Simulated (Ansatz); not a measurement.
**V_O in SiO2 (P3_121): which k-points does the level need?**

Question: how much does the k-point sampling change the (+1/0) level of V_O in SiO2 (P3_121), and what does each choice cost? Model: a cell of 72 host atoms with 1 O taken out.

Main program and level: Ansatz 0.2.0; plane-wave PAW DFT; relaxations with PBEsol, then single points with PBEsol, on supercells at fixed charge in a uniform background.

Most raw output is cut from this account.

## 1. Starting point

The cell holds 71 atoms: 24 Si and 47 O. Cell: a = 9.897 Å, b = 9.897 Å, c = 10.883 Å, α = 90.0°, β = 90.0°, γ = 120.0°. It derives from SiO2 (space group P3_121). Nearest the centre at fractional (0.294, 0.427, 0.559): Si10 at 1.62 Å, Si29 at 1.62 Å, O9 at 2.63 Å, O15 at 2.64 Å, O33 at 2.64 Å, O34 at 2.65 Å, O14 at 2.67 Å, O4 at 2.67 Å. The cell carries charge +1.

Coordinates:

```xyz
71
Lattice="9.8968 0.0000 0.0000 -4.9484 8.5709 0.0000 0.0000 0.0000 10.8826" Properties=species:S:1:pos:R:3 pbc="T T T"
Si    1.3106    2.2701    0.0000
Si   -1.1636    2.0154    3.6275
Si    2.3271    0.0000    1.8138
O     0.3011    1.7677    4.2735
O     0.7928    3.6623    0.6460
O    -1.0939    3.1409    2.4598
O     1.3803    1.1446    1.1678
O     3.2670    0.6231    2.9815
O     2.7753    2.5178    4.7953
Si    1.3106    2.2701    5.4413
Si   -1.1636    2.0154    9.0688
Si    2.3271    0.0000    7.2551
O     0.3011    1.7677    9.7148
O    -1.0939    3.1409    7.9011
O     1.3803    1.1446    6.6091
O     3.2670    0.6231    8.4228
O     2.7753    2.5178   10.2366
Si   -1.1636    6.5555    0.0000
Si   -3.6378    6.3008    3.6275
Si   -0.1471    4.2855    1.8138
O    -2.1731    6.0531    4.2735
O    -1.6814    7.9478    0.6460
O    -3.5681    7.4263    2.4598
O    -1.0939    5.4300    1.1678
O     0.7928    4.9086    2.9815
O     0.3011    6.8032    4.7953
Si   -1.1636    6.5555    5.4413
Si   -3.6378    6.3008    9.0688
Si   -0.1471    4.2855    7.2551
O    -2.1731    6.0531    9.7148
O    -1.6814    7.9478    6.0873
O    -3.5681    7.4263    7.9011
O    -1.0939    5.4300    6.6091
O     0.7928    4.9086    8.4228
O     0.3011    6.8032   10.2366
Si    6.2591    2.2701    0.0000
Si    3.7848    2.0154    3.6275
Si    7.2756    0.0000    1.8138
O     5.2495    1.7677    4.2735
O     5.7412    3.6623    0.6460
O     3.8545    3.1409    2.4598
O     6.3287    1.1446    1.1678
O     8.2155    0.6231    2.9815
O     7.7237    2.5178    4.7953
Si    6.2591    2.2701    5.4413
Si    3.7848    2.0154    9.0688
Si    7.2756    0.0000    7.2551
O     5.2495    1.7677    9.7148
O     5.7412    3.6623    6.0873
O     3.8545    3.1409    7.9011
O     6.3287    1.1446    6.6091
O     8.2155    0.6231    8.4228
O     7.7237    2.5178   10.2366
Si    3.7848    6.5555    0.0000
Si    1.3106    6.3008    3.6275
Si    4.8013    4.2855    1.8138
O     2.7753    6.0531    4.2735
O     3.2670    7.9478    0.6460
O     1.3803    7.4263    2.4598
O     3.8545    5.4300    1.1678
O     5.7412    4.9086    2.9815
O     5.2495    6.8032    4.7953
Si    3.7848    6.5555    5.4413
Si    1.3106    6.3008    9.0688
Si    4.8013    4.2855    7.2551
O     2.7753    6.0531    9.7148
O     3.2670    7.9478    6.0873
O     1.3803    7.4263    7.9011
O     3.8545    5.4300    6.6091
O     5.7412    4.9086    8.4228
O     5.2495    6.8032   10.2366
```

Known beforehand: the electronic dielectric constant, (2.49, 2.49, 2.52), and the static one, (4.63, 4.63, 4.85), computed on the host (DFPT, PBEsol).

The cell's shortest repeat is 9.9 Å.

## 2. Relaxing both charge states, PBEsol

The study needs fixed structures, so each charge is relaxed once, at one point at (¼, ¼, ¼), from small random displacements that break the symmetry of the site.

Contents of qp1_M1.relax/input.yaml:

```yaml
crystal:
  lattice:
    - [4.94841373, 0.0, 0.0]
    - [-2.47420687, 4.285452, 0.0]
    - [0.0, 0.0, 5.44132167]
  atoms:
    - { symbol: Si, position: [0.529715, 0.529715, 0.0] }
    - { symbol: Si, position: [0.0, 0.470285, 0.666667] }
    - { symbol: Si, position: [0.470285, 0.0, 0.333333] }
    - { symbol: O, position: [0.267082, 0.412487, 0.785389] }
    - { symbol: O, position: [0.587513, 0.854595, 0.118722] }
    - { symbol: O, position: [0.145405, 0.732918, 0.452055] }
    - { symbol: O, position: [0.412487, 0.267082, 0.214611] }
    - { symbol: O, position: [0.732918, 0.145405, 0.547945] }
    - { symbol: O, position: [0.854595, 0.587513, 0.881278] }
  supercell: [2, 2, 2]
  defects: [{ vacancy: 13 }]
total_charge: 1
basis:
  ecutwfc: 420
  xc_grid: 2
hamiltonian:
  xc: pbesol
  pseudopotentials: { kind: paw, azcp: { folder: soft_1 }, xc_functional: pbe }
kpoints:
  mp_grid: { grid: [1, 1, 1], shift: [0.25, 0.25, 0.25] }
magnetization:
  spin_polarized: true
  initial_magnetization: 1
  spin_locking: { lock_magnetization: hard }
scf:
  occupations: { method: fixed }
  max_iter: 80
output:
  forces: true
  charged_corrections:
    epsilon: [2.49, 2.49, 2.52]
    static_epsilon: [4.63, 4.63, 4.85]
    defect_position: [0.293757, 0.427297, 0.559361]
relax:
  f_tol: 0.015
  max_steps: 60
  random_displacement: { amplitude: 0.04, seed: 1792 }
checkpoint:
  write: "../qp1_M1.relax.run"
  compress: false
  write_wavefunctions: true
  write_every: 100000
```

Launch:

```
> ansatz run input.yaml --threads 32 --pin off --max-ram 84787MiB --backend cuda --events-out ev --progress --plain --runs-dir out --max-vram 78GiB
```

The job ended after 7.8 s (1 × NVIDIA GB200 with 32 threads of Arm Neoverse V2, shared host; peak memory 1.5 GiB).

Relaxation path:

```
step  energy less that of the first step (eV)  largest force component (eV/Å)
   1                                   0.0000                          3.3514
   2                                  -1.0437                          2.0746
   3                                  -1.9019                          0.3661
   4                                  -1.9438                          0.1028
   5                                  -1.9509                          0.2463
   6                                  -1.9568                          0.0824
   7                                  -1.9596                          0.0215
   8                                  -1.9601                          0.0125
```

The atoms that moved most (Å, from the sites as typed, ahead of the random displacement, the mean shift of all atoms taken out):

```
atom      dx      dy      dz  length
 O33   0.239  -0.222  -0.279   0.430
  O4  -0.135   0.149   0.152   0.252
 O31   0.053  -0.164   0.128   0.214
 O14   0.088  -0.123  -0.087   0.175
 O44  -0.132   0.061  -0.044   0.152
  O9  -0.085   0.125  -0.010   0.152
 O39  -0.122  -0.020   0.085   0.150
 O26   0.021   0.101  -0.090   0.137
```

Neighbours of the ideal centre at the end:

```csv
atom,distance (Å)
Si29,1.574
Si10,1.655
O33,2.277
O4,2.485
O9,2.510
O14,2.581
O34,2.582
O15,2.707
```

```
charge  moment set (μB)  steps  largest displacement (Å)   time
     0                0      8                      0.56  4.1 s
    +1                1      8                      0.43  7.8 s
```

The relaxation ends 28 meV an atom lower than the displaced start, with a largest force component of 0.012 eV/Å.

## 3. First setting: the zone centre alone

The defect state overlaps with its images and forms a narrow band, so the k-points decide which part of that band enters the energy. A point off the zone centre usually averages it better, but needs complex orbitals and more time.

Contents of qp1_M1.kg/input.yaml:

```yaml
crystal:
  checkpoint: "../qp1_M1.relax.run"
  host: checkpoint
total_charge: 1
basis:
  ecutwfc: 420
  xc_grid: 2
hamiltonian:
  xc: pbesol
  pseudopotentials: { kind: paw, azcp: { folder: soft_1 }, xc_functional: pbe }
kpoints:
  mp_grid: { grid: [1, 1, 1] }
magnetization:
  spin_polarized: true
  initial_magnetization: 1
  spin_locking: { lock_magnetization: hard }
scf:
  occupations: { method: fixed }
  max_iter: 80
output:
  forces: true
  charged_corrections:
    epsilon: [2.49, 2.49, 2.52]
    static_epsilon: [4.63, 4.63, 4.85]
    defect_position: [0.293757, 0.427297, 0.559361]
  eigenvalues: true
checkpoint:
  read: "../qp1_M1.relax.run"
  write: "../qp1_M1.kg.run"
  compress: false
  write_wavefunctions: false
  write_every: 100000
```

The job ended after 1.6 s (1 × NVIDIA GB200 with 32 threads; peak memory 1.1 GiB).

Both charges and the host at this setting go to place-levels, which corrects for the image charge and aligns the potentials.

Contents of levels.kg.yaml:

```yaml
host:
  run: host.kg.run
states: [q0.kg.run, qp1_M1.kg.run]
geometry_from:
  q0.kg.run: q0.relax.run
  qp1_M1.kg.run: qp1_M1.relax.run
  host.kg.run: host.relax.run
chemical_potentials:
  O:
    energy: -558.291301
    dataset: <sha256 of the dataset>
```

Launch:

```
> ansatz place-levels levels.kg.yaml -- --threads 32 --pin off --max-ram 84787MiB --backend cuda --max-vram 78GiB
```

Run time: 0.13 s. Hardware: 32 threads.

At this setting the gap is 5.721 eV and (+1/0) lies 0.386 eV above the valence top.

## 4. The other settings

In the defect's inputs only the studied keys change. One input of each further setting:

qp1_M1.kq/input.yaml, as its differences from qp1_M1.kg/input.yaml of step 3:

```diff
@@ -11,3 +11,3 @@
 kpoints:
-  mp_grid: { grid: [1, 1, 1] }
+  mp_grid: { grid: [1, 1, 1], shift: [0.25, 0.25, 0.25] }
 magnetization:
@@ -28,3 +28,3 @@
   read: "../qp1_M1.relax.run"
-  write: "../qp1_M1.kg.run"
+  write: "../qp1_M1.kq.run"
   compress: false
```

qp1_M1.km0/input.yaml, as its differences from qp1_M1.kq/input.yaml of step 4:

```diff
@@ -11,3 +11,3 @@
 kpoints:
-  mp_grid: { grid: [1, 1, 1], shift: [0.25, 0.25, 0.25] }
+  mp_grid: { grid: [2, 2, 2] }
 magnetization:
@@ -28,3 +28,3 @@
   read: "../qp1_M1.relax.run"
-  write: "../qp1_M1.kq.run"
+  write: "../qp1_M1.km0.run"
   compress: false
```

qp1_M1.kms/input.yaml, as its differences from qp1_M1.km0/input.yaml of step 4:

```diff
@@ -11,3 +11,3 @@
 kpoints:
-  mp_grid: { grid: [2, 2, 2] }
+  mp_grid: { grid: [2, 2, 2], shift: [0.5, 0.5, 0.5] }
 magnetization:
@@ -28,3 +28,3 @@
   read: "../qp1_M1.relax.run"
-  write: "../qp1_M1.km0.run"
+  write: "../qp1_M1.kms.run"
   compress: false
```

qp1_M1.km3/input.yaml, as its differences from qp1_M1.kms/input.yaml of step 4:

```diff
@@ -11,3 +11,3 @@
 kpoints:
-  mp_grid: { grid: [2, 2, 2], shift: [0.5, 0.5, 0.5] }
+  mp_grid: { grid: [3, 3, 3] }
 magnetization:
@@ -28,3 +28,3 @@
   read: "../qp1_M1.relax.run"
-  write: "../qp1_M1.kms.run"
+  write: "../qp1_M1.km3.run"
   compress: false
```

qp1_M1.km4/input.yaml, as its differences from qp1_M1.km3/input.yaml of step 4:

```diff
@@ -11,3 +11,3 @@
 kpoints:
-  mp_grid: { grid: [3, 3, 3] }
+  mp_grid: { grid: [4, 4, 4], shift: [0.5, 0.5, 0.5] }
 magnetization:
@@ -28,3 +28,3 @@
   read: "../qp1_M1.relax.run"
-  write: "../qp1_M1.km3.run"
+  write: "../qp1_M1.km4.run"
   compress: false
```

## 5. Result against cost

Times of the states on 1 × NVIDIA GB200 with 32 threads of Arm Neoverse V2, shared host; the host is run again at each setting:

```csv
k-point sampling,gap (eV),(+1/0) above the valence top (eV),under the conduction bottom (eV),level less that at a 4×4×4 shifted mesh (meV),"time, both charge states","time, host and placing",peak memory of a state (GiB)
the zone centre alone,5.721,0.386,5.335,-37,2.8 s,3.4 s,1.1
"one point at (¼, ¼, ¼) *",5.722,0.427,5.295,4,2.5 s,4.7 s,1.4
a 2×2×2 Γ-centred mesh,5.722,0.423,5.299,0,5.3 s,2.9 s,1.3
a 2×2×2 shifted mesh,5.722,0.423,5.299,0,3.7 s,5.5 s,1.3
a 3×3×3 Γ-centred mesh,5.722,0.423,5.299,0,7.5 s,3 s,1.3
a 4×4×4 shifted mesh,5.722,0.423,5.299,0,15 s,6.5 s,1.5
```

* started from the relaxation's converged state in the same settings, so its time is no fair cost.

## 6. What came out

| Property | Result |
| --- | --- |
| (plus 1/0) level, the zone centre alone | 0.39 eV |
| (plus 1/0) level, one point at (¼, ¼, ¼) | 0.43 eV |
| (plus 1/0) level, a 2×2×2 Γ-centred mesh | 0.42 eV |
| (plus 1/0) level, a 2×2×2 shifted mesh | 0.42 eV |
| (plus 1/0) level, a 3×3×3 Γ-centred mesh | 0.42 eV |
| (plus 1/0) level, a 4×4×4 shifted mesh | 0.42 eV |

**Reading.** Over the settings in the table the level spans 0.041 eV; one point at (¼, ¼, ¼), a 2×2×2 Γ-centred mesh, a 2×2×2 shifted mesh and a 3×3×3 Γ-centred mesh lie within 0.02 eV of the reference (a 4×4×4 shifted mesh, 0.42 eV). The largest miss of the level above the valence top is 37 meV, with the zone centre alone. Only the charges 0 and +1 were run, each from one start, so (+1/0) need not be a change between stable states. Limits: PBEsol makes the gap too small and tends to spread out bound carriers.

[Logs are printed without paths, hosts, clocks, repeated set-up lines and the standing remarks that a program may print on its own settings, such as how far it seeks lower states.]

[Hosts, paths, dates, database ids (printed as entryN), source tags and the programs' standing remarks are cut or masked in the printed files.]

[Where a table of states has a column of steps, it counts the stored structures, which are thinned; the runs took as many ionic steps or more.]

[For some hosts the program warned that the k-mesh of the response run may be too coarse for force constants and the static dielectric constant; such warnings are not shown here.]
